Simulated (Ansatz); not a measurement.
Straining Pt

All numbers below come from DFT PBE, scalar-relativistic, plane waves, PAW in Ansatz. Run with 420 eV cutoff, 18×18×14 k-mesh, Gaussian smearing of 0.10 eV, no spin polarisation.

The relaxed crystal:

```
Pt
1.0
     1.98506    1.98506    0.00000
    -1.98506    1.98506    0.00000
     0.00000    0.00000    3.97011
Pt
2
Direct
  0.00000 0.00000 0.00000
  0.50000 0.50000 0.50000
```

Deformation: c alone is stretched, the rest of the cell is held and the atoms relax, all within the symmetry that the strain leaves. Energies are extrapolated to zero smearing.

Spin–orbit coupling is left out, which can shift energies with elements as heavy as these.

Question: Give the structure at -1.0 %.

Answer:
```
Pt
1.0
     1.98506    1.98506    0.00000
    -1.98506    1.98506    0.00000
     0.00000    0.00000    3.93041
Pt
2
Direct
  0.00000 0.00000 0.00000
  0.50000 0.50000 0.50000
```
Space group I4/mmm (139), 1.4 meV/atom over the relaxed crystal.